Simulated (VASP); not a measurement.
# AgCl (Chlorargyrite) (Fm-3m) in VASP: notebook, part 2 of 2

VASP 6.6.1.

## 4. Single point, PBEsol

This run uses another cell than the first one, of 20.21 Å³/atom, 0.988 times its volume.

Input file INCAR:

```
PREC = Accurate
ENCUT = 520
EDIFF = 1E-6
ISMEAR = 0
SIGMA = 0.01
LREAL = False
LASPH = True
NELM = 80
ALGO = Normal
ISIF = 2
LWAVE = False
LCHARG = True
GGA = PS
LELF = True
LVHAR = True
NBANDS = 16
```

Input file KPOINTS:

```
regular mesh
0
Gamma
  8 8 8
```

Input file POSCAR:

```
AgCl
1.0
    0.0000000000      2.7237608994      2.7237608994
    2.7237608994      0.0000000000      2.7237608994
    2.7237608994      2.7237608994      0.0000000000
Ag Cl
1 1
Direct
    0.0000000000      0.0000000000      0.0000000000
    0.5000000000      0.5000000000      0.5000000000
```

Potentials or basis: VASP PAW PBE potentials, release 64 (Ag, Cl).

Started as:

```
> cat potpaw_PBE.64/Ag/POTCAR potpaw_PBE.64/Cl/POTCAR > POTCAR
> mpirun -np 1 vasp_std > vasp.out
```

OUTCAR:

```text
PREC = Accurate
   ENCUT = 520
   EDIFF = 1E-6
   ISMEAR = 0
   LREAL = False
   LASPH = True
   NELM = 80
   ISIF = 2
   GGA = PS

 ion  position               nearest neighbor table
   1  0.000  0.000  0.000-   2 2.72   2 2.72   2 2.72   2 2.72   2 2.72   2 2.72
   2  0.500  0.500  0.500-   1 2.72   1 2.72   1 2.72   1 2.72   1 2.72   1 2.72

  LATTYP: Found a face centered cubic cell.
 ALAT       =     5.4475217988

  Lattice vectors:

 A1 = (   0.0000000000,   2.7237608994,   2.7237608994)
 A2 = (   2.7237608994,   0.0000000000,   2.7237608994)
 A3 = (   2.7237608994,   2.7237608994,   0.0000000000)

Analysis of symmetry for initial positions (statically):
=====================================================================
 Subroutine PRICEL returns:
 Original cell was already a primitive cell.

 Routine SETGRP: Setting up the symmetry group for a
 face centered cubic supercell.

 Subroutine GETGRP returns: Found 48 space group operations
 (whereof 48 operations were pure point group operations)
 out of a pool of 48 trial point group operations.

The static configuration has the point symmetry O_h .

Analysis of symmetry for dynamics (positions and initial velocities):
=====================================================================
 Subroutine PRICEL returns:
 Original cell was already a primitive cell.

 Routine SETGRP: Setting up the symmetry group for a
 face centered cubic supercell.

 Subroutine GETGRP returns: Found 48 space group operations
 (whereof 48 operations were pure point group operations)
 out of a pool of 48 trial point group operations.

The dynamic configuration has the point symmetry O_h .

 Subroutine INISYM returns: Found 48 space group operations
 (whereof 48 operations are pure point group operations),
 and found     1 'primitive' translations

----------------------------------------------------------------------------------------

                                     Primitive cell

  volume of cell :      40.4145

  direct lattice vectors                    reciprocal lattice vectors
     0.000000000  2.723760899  2.723760899    -0.183569711  0.183569711  0.183569711
     2.723760899  0.000000000  2.723760899     0.183569711 -0.183569711  0.183569711
     2.723760899  2.723760899  0.000000000     0.183569711  0.183569711 -0.183569711

  length of vectors
     3.851979605  3.851979605  3.851979605     0.317952065  0.317952065  0.317952065

  position of ions in fractional coordinates (direct lattice)
     0.000000000  0.000000000  0.000000000
     0.500000000  0.500000000  0.500000000

  ion indices of the primitive-cell ions
   primitive index   ion index
                 1           1
                 2           2

----------------------------------------------------------------------------------------

 KPOINTS: regular mesh

Automatic generation of k-mesh.
 Grid dimensions read from file:
 generate k-points for:    8    8    8

 Generating k-lattice:

  Cartesian coordinates                     Fractional coordinates (reciprocal lattice)
    -0.022946214  0.022946214  0.022946214     0.125000000  0.000000000  0.000000000
     0.022946214 -0.022946214  0.022946214     0.000000000  0.125000000  0.000000000
     0.022946214  0.022946214 -0.022946214     0.000000000  0.000000000  0.125000000

  Length of vectors
     0.039744008  0.039744008  0.039744008

  Shift w.r.t. Gamma in fractional coordinates (k-lattice)
     0.000000000  0.000000000  0.000000000

 Subroutine IBZKPT returns following result:
 ===========================================

 Found     29 irreducible k-points:

 Following reciprocal coordinates:
            Coordinates               Weight
  0.000000  0.000000  0.000000      1.000000
  0.125000  0.000000  0.000000      8.000000
  0.250000  0.000000  0.000000      8.000000
  0.375000  0.000000  0.000000      8.000000
  0.500000  0.000000  0.000000      4.000000
  0.125000  0.125000  0.000000      6.000000
[... 16 lines left out ...]
  0.500000  0.250000  0.125000     48.000000
 -0.375000  0.250000  0.125000     24.000000
 [... further k-points ...]
   k-points           NKPTS =     29   k-points in BZ     NKDIM =     29   number of bands    NBANDS=     16
   number of dos      NEDOS =    301   number of ions     NIONS =      2
   total plane-waves  NPLWV =  27000
   dimension x,y,z NGX =    30 NGY =   30 NGZ =   30
   dimension x,y,z NGXF=    60 NGYF=   60 NGZF=   60
   ions per type =               1   1
   NGX,Y,Z   is equivalent  to a cutoff of  12.95, 12.95, 12.95 a.u.
   NGXF,Y,Z  is equivalent  to a cutoff of  25.90, 25.90, 25.90 a.u.
 SYSTEM =  unknown system
   PREC   = accura    normal or accurate (medium, high low for compatibility)
   ISTART =      0    job   : 0-new  1-cont  2-samecut
   ICHARG =      2    charge: 1-file 2-atom 10-const
   ISPIN  =      1    spin polarized calculation?
   LNONCOLLINEAR =      F non collinear calculations
   LSORBIT =      F    spin-orbit coupling
   LASPH  =      T    aspherical Exc in radial PAW
   ENCUT  =  520.0 eV  38.22 Ry    6.18 a.u.   7.16  7.16  7.16*2*pi/ulx,y,z
   NELM   =     80;   NELMIN=  2; NELMDL= -5     # of ELM steps
   EDIFF  = 0.1E-05   stopping-criterion for ELM
   LREAL  =      F    real-space projection
   EDIFFG = 0.1E-04   stopping-criterion for IOM
   NSW    =      0    number of steps for IOM
   IBRION =     -1    ionic relax: 0-MD 1-quasi-New 2-CG
   NFREE  =      0    steps in history (QN), initial steepest desc. (CG)
   ISIF   =      2    stress and relaxation
   ISYM   =      2    0-nonsym 1-usesym 2-fastsym
   POTIM  = 0.5000    time-step for ionic-motion
   TEBEG  =    0.0;   TEEND  =   0.0 temperature during run
   PSTRESS=    0.0 pullay stress
   NELECT =      18.0000    total number of electrons
   NUPDOWN=      -1.0000    fix difference up-down
   EMIN   =  10.00;   EMAX   =-10.00  energy-range for DOS
   EFERMI =   0.00;   METHOD = LEGACY
   ISMEAR =     0;   SIGMA  =   0.01  broadening in eV -4-tet -1-fermi 0-gaus
   EFERMI_NEDOS =   21; number of points for ismear=-14 and -15
   IALGO  =     38    algorithm
   IMIX   =      4    mixing-type and parameters
     AMIX     =   0.40;   BMIX     =  1.00
     AMIX_MAG =   1.60;   BMIX_MAG =  1.00
  volume/ion in A,a.u.               =      20.21       136.37
  Fermi-wavevector in a.u.,A,eV,Ry     =   1.250221  2.362575 21.266611  1.563052
  Thomas-Fermi vector in A             =   2.384225
   LORBIT       =      0    0 simple, 1 ext, 2 COOP (PROOUT), +10 PAW based schemes
   GGA     = PS    functional components
   LHFCALC =     F    Hartree Fock is set to
   AEXX    =    0.0000 exact exchange contribution
   IVDW    =     0    specifies the selected vdW correction
   LEPSILON=     F    determine dielectric tensor
   LRPA    =     F    only Hartree local field effects (RPA)
 non-spin polarized calculation
 Gauss-broadening in eV      SIGMA  =   0.01
  energy-cutoff  :      520.00
  volume of cell :       40.41
 maximum number of plane-waves:      1106
 NGX is ok and might be reduce to    30
   NGX = 15   NGY = 15   NGZ = 15

 number of electron      18.0000001 magnetization

 Free energy of the ion-electron system (eV)
  ---------------------------------------------------
  ext. energy  EPLUGINS =         0.00000000
  ---------------------------------------------------
  free energy    TOTEN  =        -6.06105600 eV

  energy without entropy =       -6.06105600  energy(sigma->0) =       -6.06105600

 E-fermi :   4.4960     XC(G=0): -10.4997

 val. band max:        4.4174402316   @ k =   0.5000   0.0000   0.0000
 cond. band min:       5.1395575174   @ k =   0.0000   0.0000   0.0000
 fundamental gap:      0.7221172858
 Fermi energy:         4.4960491087

 k-point     1 :       0.0000    0.0000    0.0000
  band No.  band energies     occupation
      1     -11.1013      2.00000
      2       1.7081      2.00000
      3       1.7081      2.00000
      4       1.7081      2.00000
      5       1.7511      2.00000
      6       1.7511      2.00000
[... 8 lines left out ...]
     15      17.8982      0.00000
     16      17.8982      0.00000
[... 419 lines left out ...]
 k-point    24 :      -0.3750    0.2500    0.1250
  band No.  band energies     occupation
      1     -10.5431      2.00000
      2      -0.9177      2.00000
      3      -0.0896      2.00000
      4      -0.0230      2.00000
      5       2.0619      2.00000
      6       2.1389      2.00000
[... 8 lines left out ...]
     15      17.9638      0.00000
     16      19.4594      0.00000

 [... further k-points ...]

------------------------ aborting loop because EDIFF is reached ----------------------------------------

  FORCE on cell =-STRESS in cart. coord.  units (eV):
  Direction    XX          YY          ZZ          XY          YZ          ZX
  --------------------------------------------------------------------------------------
  -------------------------------------------------------------------------------------
  Total       -0.0255557     -0.0255557     -0.0255557      0.0000000      0.0000000     -0.0000000
  in kB       -1.0131207     -1.0131207     -1.0131207      0.0000000      0.0000000     -0.0000000
  external PRESSURE =      -1.0131207 kB  Pullay stress =       0.0000000 kB

 VOLUME and BASIS-vectors are now :
 -----------------------------------------------------------------------------
  energy-cutoff  :      520.00
  volume of cell :       40.41
      direct lattice vectors                 reciprocal lattice vectors
     0.000000000  2.723760899  2.723760899    -0.183569711  0.183569711  0.183569711
     2.723760899  0.000000000  2.723760899     0.183569711 -0.183569711  0.183569711
     2.723760899  2.723760899  0.000000000     0.183569711  0.183569711 -0.183569711

 POSITION                                       TOTAL-FORCE (eV/Angst)
 -----------------------------------------------------------------------------------
      0.00000      0.00000      0.00000         0.000000     -0.000000     -0.000000
      2.72376      2.72376      2.72376        -0.000000      0.000000      0.000000
 -----------------------------------------------------------------------------------
    total drift:                               -0.000000      0.000000      0.000000

  FREE ENERGIE OF THE ION-ELECTRON SYSTEM (eV)
  ---------------------------------------------------
  free  energy   TOTEN  =        -6.0610560048 eV

  energy  without entropy=       -6.0610560048  energy(sigma->0) =       -6.06105600
```

OSZICAR:

```text
N       E                     dE             d eps       ncg     rms          rms(c)
DAV:   1     0.100217464074E+03    0.10022E+03   -0.87439E+03   944   0.103E+03
DAV:   2    -0.245954704550E+01   -0.10268E+03   -0.94787E+02  1208   0.224E+02
DAV:   3    -0.619488977556E+01   -0.37353E+01   -0.37283E+01  1136   0.450E+01
DAV:   4    -0.622022176895E+01   -0.25332E-01   -0.25330E-01  1176   0.402E+00
DAV:   5    -0.622054023197E+01   -0.31846E-03   -0.31846E-03  1152   0.441E-01    0.748E+00
DAV:   6    -0.606543328902E+01    0.15511E+00   -0.28034E-01  1208   0.711E+00    0.484E+00
DAV:   7    -0.606241988893E+01    0.30134E-02   -0.65890E-02  1056   0.170E+00    0.208E+00
DAV:   8    -0.606106147950E+01    0.13584E-02   -0.35693E-03  1080   0.621E-01    0.306E-01
DAV:   9    -0.606103110071E+01    0.30379E-04   -0.38705E-04  1192   0.249E-01    0.421E-02
DAV:  10    -0.606105212365E+01   -0.21023E-04   -0.29596E-05  1168   0.515E-02    0.141E-02
DAV:  11    -0.606105600441E+01   -0.38808E-05   -0.31584E-06  1160   0.144E-02    0.284E-03
DAV:  12    -0.606105600480E+01   -0.39063E-09   -0.19444E-07   608   0.339E-03
   1 F= -.60610560E+01 E0= -.60610560E+01  d E =-.128407E-30
```

It used 17 s of CPU time on 1 thread of Intel(R) Xeon(R) Platinum 8488C (Sapphire Rapids) (shared host).

Results:

```yaml
Free_energy: -6.0611 eV
Pressure: -0.1 GPa
Band_gap_on_the_k_mesh: 0.72 eV, indirect (least direct gap 3.22 eV)
```

Levels at points of the mesh, in eV from the valence-band top:
```csv
k point,band 7,band 8,band 9,band 10,band 11,band 12
"(0.00, 0.00, 0.00)",-2.56,-2.56,-2.56,0.72,10.73,10.73
"(0.50, 0.00, 0.00)",-1.94,0.00,0.00,3.88,6.74,7.42
"(0.50, 0.50, 0.00)",-2.14,-2.14,-2.02,2.14,7.78,8.64
```

Caveat: the PAW data sets were made with another functional, which shifts forces and pressure a little. A hybrid or GW would open this gap; PBEsol tends to underestimate it.

## 5. Relaxation of cell and atoms, PBEsol

This run uses another cell than the first one, of 20.21 Å³/atom, 0.988 times its volume.

Input file INCAR:

```
SYSTEM = AgCl
ALGO     = Normal         ! electronic algorithm
EDIFF    = 1E-6           ! SCF threshold, eV
EDIFFG   = -0.001         ! ionic threshold
ENCUT    = 600            ! plane-wave cutoff, eV
GGA      = PS             ! functional
IBRION   = 2              ! ionic algorithm
ISIF     = 3              ! what is computed and relaxed
ISMEAR   = 0              ! smearing method
LASPH    = .TRUE.         ! aspherical terms in the spheres
LCHARG   = .FALSE.        ! write CHGCAR
LREAL    = .FALSE.        ! projectors in reciprocal space
LWAVE    = .FALSE.        ! write WAVECAR
NELM     = 60             ! most SCF steps
NSW      = 80             ! ionic steps
PREC     = Accurate       ! precision mode
SIGMA    = 0.01           ! smearing width, eV
```

Input file KPOINTS:

```
k-points
0
G
  8 8 8
  0 0 0
```

POSCAR is that of step 4.

Potentials or basis: VASP PAW PBE potentials, release 64 (Ag, Cl).

Started as:

```
> cat potpaw_PBE.64/Ag/POTCAR potpaw_PBE.64/Cl/POTCAR > POTCAR
> mpirun -np 1 vasp_std > vasp.out
```

OUTCAR:

```text
SYSTEM = AgCl
   EDIFF = 1E-6
   EDIFFG = -0.001
   ENCUT = 600
   GGA = PS
   IBRION = 2
   ISIF = 3
   ISMEAR = 0
   LASPH = .TRUE.
   LREAL = .FALSE.
   NELM = 60
   NSW = 80
   PREC = Accurate

 ion  position               nearest neighbor table
   1  0.000  0.000  0.000-   2 2.72   2 2.72   2 2.72   2 2.72   2 2.72   2 2.72
   2  0.500  0.500  0.500-   1 2.72   1 2.72   1 2.72   1 2.72   1 2.72   1 2.72

  LATTYP: Found a face centered cubic cell.
 ALAT       =     5.4475217988

  Lattice vectors:

 A1 = (   0.0000000000,   2.7237608994,   2.7237608994)
 A2 = (   2.7237608994,   0.0000000000,   2.7237608994)
 A3 = (   2.7237608994,   2.7237608994,   0.0000000000)

Analysis of symmetry for initial positions (statically):
=====================================================================
 Subroutine PRICEL returns:
 Original cell was already a primitive cell.
[... 340 lines left out ...]
      7       1.8696      2.00000
      8       1.8696      2.00000
      9       1.8696      2.00000
     10       5.1573      0.00000
     11      15.1593      0.00000
     12      15.1593      0.00000
     13      15.1593      0.00000
[... 354 lines left out ...]
  band No.  band energies     occupation
      1     -10.5330      2.00000
      2      -0.9111      2.00000
      3      -0.0817      2.00000
      4      -0.0148      2.00000
      5       2.0743      2.00000
      6       2.1515      2.00000
      7       2.4257      2.00000
      8       3.3370      2.00000
      9       3.8763      2.00000
     10       9.3902      0.00000
     11       9.8600      0.00000
     12      12.4199      0.00000
     13      12.8257      0.00000

 [... further k-points ...]

------------------------ aborting loop because EDIFF is reached ----------------------------------------

  FORCE on cell =-STRESS in cart. coord.  units (eV):
  Direction    XX          YY          ZZ          XY          YZ          ZX
  --------------------------------------------------------------------------------------
  -------------------------------------------------------------------------------------
  Total        0.0015202      0.0015202      0.0015202      0.0000000      0.0000000      0.0000000
  in kB        0.0603436      0.0603436      0.0603436      0.0000000      0.0000000      0.0000000
  external PRESSURE =       0.0603436 kB  Pullay stress =       0.0000000 kB
[... 17 lines left out ...]
  FREE ENERGIE OF THE ION-ELECTRON SYSTEM (eV)
  ---------------------------------------------------
  free  energy   TOTEN  =        -6.0613814067 eV

  energy  without entropy=       -6.0613814067  energy(sigma->0) =       -6.06138141

 reached required accuracy - stopping structural energy minimisation
```

OSZICAR:

```text
N       E                     dE             d eps       ncg     rms          rms(c)
DAV:   1     0.112195458132E+03    0.11220E+03   -0.95548E+03   762   0.141E+03
DAV:   2    -0.131224307698E+01   -0.11351E+03   -0.10693E+03   879   0.271E+02
DAV:   3    -0.617879257597E+01   -0.48665E+01   -0.48467E+01   919   0.598E+01
DAV:   4    -0.622036072313E+01   -0.41568E-01   -0.41561E-01   814   0.614E+00
[... 25 lines left out ...]
   4 F= -.60613814E+01 E0= -.60613814E+01  d E =-.111154E-04
       N       E                     dE             d eps       ncg     rms          rms(c)
DAV:   1    -0.606138385496E+01   -0.18452E-05   -0.44963E-05   754   0.761E-02    0.103E-02
DAV:   2    -0.606138165909E+01    0.21959E-05   -0.65489E-06   749   0.323E-02    0.409E-03
DAV:   3    -0.606138140675E+01    0.25235E-06   -0.46039E-07   377   0.584E-03
   5 F= -.60613814E+01 E0= -.60613814E+01  d E =-.111719E-04
```

It used 25 s of CPU time on 1 thread of Intel(R) Xeon(R) Platinum 8488C (Sapphire Rapids) (shared host).

What came out:

| Quantity | Value |
| --- | --- |
| Free energy | -6.0614 eV |
| Relaxed volume | 20.18 Å³/atom |
| Relaxed cell | a = 3.850 Å, b = 3.850 Å, c = 3.850 Å, α = 60.00°, β = 60.00°, γ = 60.00° |
| Space group after relaxing (to 0.05 Å) | Fm-3m (No. 225) |
| Energy gained by relaxing | 0.0 meV/atom |
| Ionic steps | 5 |
| Pressure after relaxing | 0.0 GPa |
| Band gap on the k mesh | 0.72 eV, indirect (least direct gap 3.23 eV) |

Final structure:
```
CELL_PARAMETERS angstrom
0.00000 2.72257 2.72257
2.72257 0.00000 2.72257
2.72257 2.72257 0.00000
ATOMIC_POSITIONS crystal
Ag 0.00000 0.00000 0.00000
Cl 0.50000 0.50000 0.50000
```

Caveat: the PAW data sets were made with another functional, which shifts forces and pressure a little. A k mesh can miss the band edges.

## 6. The runs side by side

| task | cell | k mesh | cutoff (eV) | smearing | gap on the mesh (eV) | pressure (GPa) |
| --- | --- | --- | --- | --- | --- | --- |
| single point | a = 3.868 Å, angles 60.0°, 2 atoms | 6 × 6 × 6 | 520 | gaussian 0.1 eV | 0.72 | -0.8 |
| single point | a = 3.852 Å, angles 60.0°, 2 atoms | 6 × 6 × 6 | 520 | gaussian 0.02 eV | 0.72 | -0.1 |
| single point | a = 3.852 Å, angles 60.0°, 2 atoms | 8 × 8 × 8 | 520 | gaussian 0.01 eV | 0.72 | -0.1 |
| relaxation of cell and atoms | relaxed from a = 3.852 Å, angles 60.0°, 2 atoms | 8 × 8 × 8 | 600 | gaussian 0.01 eV | 0.72 | 0.0 |

Alike in all rows: level PBEsol; potentials or basis VASP PAW PBE potentials, release 64 (Ag, Cl); no spin polarisation.

Caveats: the PAW data sets were made with another functional, which shifts forces and pressure a little.

Absolute energies hang on the potentials; compare differences alone.

## 7. Comparison with measurements

Step 2. Against the measured gap of AgCl, 3.249 eV (indirect; a printed reference work, data compilation), the calculated 0.72 eV is off by -2.53 eV. So large a miss can be the level of theory's own, or it may mean another phase, state or a wrong row. Spin-orbit coupling on Ag is left out. The value is that of PBEsol on a finite k mesh, which can miss the band edges, without temperature or zero-point motion. Semilocal functionals fall short of measured gaps as a rule.

Step 3. Measured gap of AgCl: 3.249 eV (indirect; a printed reference work, data compilation). This calculation gives 0.72 eV (-2.53 eV). So large a miss can be the level of theory's own, or it may mean another phase, state or a wrong row. Spin-orbit coupling on Ag is left out. The value is that of PBEsol on a finite k mesh, which can miss the band edges, without temperature or zero-point motion. Semilocal functionals fall short of measured gaps as a rule.
